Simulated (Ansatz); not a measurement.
# MoS2: the cost of one run

Method: DFT PBE+D3(BJ), scalar-relativistic, plane waves, PAW, and further levels as typed in the inputs, in Ansatz 0.2.0.

### Step 1. The structure to begin with

Symmetry: P-6m2, No. 187, hexagonal system. Conventional cell: a = 3.192 Å, b = 3.192 Å, c = 33.424 Å, α = 90.00°, β = 90.00°, γ = 120.00°. Around S (site symmetry 3m) lie 3 Mo at 2.42 Å. Mo (site symmetry 3m) has 6 S at 2.42 Å as nearest neighbours. Mo (site symmetry -6m2) has 6 S at 2.42 Å as nearest neighbours.

Coordinates:

```cif
data_structure
_symmetry_space_group_name_H-M 'P-6m2'
_symmetry_Int_Tables_number 187
_cell_length_a 3.1916
_cell_length_b 3.1916
_cell_length_c 33.4240
_cell_angle_alpha 90.000
_cell_angle_beta 90.000
_cell_angle_gamma 120.000
_cell_volume 294.85
loop_
_atom_site_label
_atom_site_type_symbol
_atom_site_symmetry_multiplicity
_atom_site_Wyckoff_symbol
_atom_site_fract_x
_atom_site_fract_y
_atom_site_fract_z
_atom_site_occupancy
S1 S 2 h 0.33333 0.66667 0.26927 1
Mo1 Mo 2 g 0.00000 0.00000 0.31609 1
S2 S 2 h 0.33333 0.66667 0.36291 1
S3 S 2 g 0.00000 0.00000 0.45318 1
Mo2 Mo 1 d 0.33333 0.66667 0.50000 1
```

### Step 2. Relaxing the atoms: Mo3S6 sheet, no spin

Contents of input.yaml:

```yaml
crystal:
  lattice:
    - [3.1916, 0.0, 0.0]
    - [-1.5958, 2.7640066787, 0.0]
    - [0.0, 0.0, 33.424]
  atoms:
    - { symbol: S, position: [0.6666666667, 0.3333333333, 0.2692675921] }
    - { symbol: Mo, position: [0.3333333333, 0.6666666667, 0.3160902346] }
    - { symbol: S, position: [0.6666666667, 0.3333333333, 0.362912877] }
    - { symbol: S, position: [0.3333333333, 0.6666666667, 0.4531773576] }
    - { symbol: Mo, position: [0.6666666667, 0.3333333333, 0.5] }
    - { symbol: S, position: [0.3333333333, 0.6666666667, 0.5468226424] }
    - { symbol: S, position: [0.6666666667, 0.3333333333, 0.637087123] }
    - { symbol: Mo, position: [0.3333333333, 0.6666666667, 0.6839097654] }
    - { symbol: S, position: [0.6666666667, 0.3333333333, 0.7307324079] }
  periodic: [true, true, false]
scf:
  occupations: { method: gaussian, width: 0.02 }
  n_extra_bands: 6
output:
  forces: true
  stress: false
  write_density: true
  write_potential: true
  elf: true
  volumetric_format: npy
kpoints:
  mp_grid: { grid: [12, 12, 1] }
hamiltonian:
  xc: pbe
  dispersion: d3bj
relax:
  f_tol: 0.004
  max_steps: 100
```

Started as:

```bash
$ ansatz run input.yaml --threads 4 --pin off --max-ram 14336MiB --backend cpu --events-out ev --progress --plain --runs-dir out
```

Q: Estimate wall time and peak memory on 4 threads of Intel Xeon Platinum 8488C (Sapphire Rapids), shared host.

About 41 s, with a peak of 1.2 GiB.
